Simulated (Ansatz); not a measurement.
## Ionic part of the dielectric constant of BN at 22 GPa, mode by mode

Method: DFT PBE, scalar-relativistic, plane waves, PAW (Ansatz 0.2.0). Settings: 420 eV plane-wave cutoff, Γ-centred 12×12×6 mesh, fixed occupations. No spin polarisation. Phonons by linear response, acoustic sum rule imposed.

Symmetry: P6_3mc, No. 186, hexagonal system. Conventional cell: a = 2.509 Å, b = 2.509 Å, c = 4.151 Å, α = 90.00°, β = 90.00°, γ = 120.00°. Around B (site symmetry 3m) lie 4 N at 1.54 to 1.55 Å. N (site symmetry 3m) is surrounded by 4 B at 1.54 to 1.55 Å.

The primitive cell has V = 22.63 Å³ and ε∞,yy = 4.521. Each polar mode adds Δε = (4.92064×10⁷/V)·S/ν² along y, with S its oscillator strength in e²/amu, ν in cm⁻¹ and V in Å³.

Question: From these modes, find each Δε and ε0,yy.
```tsv
ν (cm⁻¹)	S_yy (e²/amu)
1108.7	1.092
```

Answer:
```csv
ν (cm⁻¹),Δε
1108.7,1.93
```

The sum is 1.933, so ε0,yy = 6.45; the run's tensor has 6.45.

Question: Where do the longitudinal modes lie for a wave vector along y?

Answer: At 1325 cm⁻¹. The Lyddane–Sachs–Teller product Π(ν_LO/ν_TO)² = 1.43 matches ε0/ε∞ = 1.43.

This wurtzite form isn't the usual stable structure of the compound at low pressure.

Cost: 1 run of about 0.97 core-minutes, on AMD EPYC 7R43 (Zen 3) (shared hosts).